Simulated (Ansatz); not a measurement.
Take a crystal in which In has been replaced by Sc on all its sites, with the cell rescaled by a rough guess (in some cases also distorted within its space group) and nothing relaxed:

```
Sc
1.0
    -2.13468    2.13468    2.13468
     2.13468   -2.13468    2.13468
     2.13468    2.13468   -2.13468
Sc
1
Cartesian
  0.0000 0.0000 0.0000
```

Method: DFT PBE, scalar-relativistic, plane waves, PAW in Ansatz.

Plane waves to 420 eV, a k mesh through Γ of 14×14×14 on the computed 1-atom cell and Gaussian smearing (0.10 eV); no spin polarisation.

Problem. What pressure does the cell carry?

Solution. The pressure is -10.7 GPa (positive in compression), so the cell would contract.

Problem. Is it a metal on this mesh?

Solution. Yes, a band crosses the Fermi level.

Spin polarisation was left out, and a magnetic state may lie lower.

This bcc form isn't the element's structure at ambient conditions.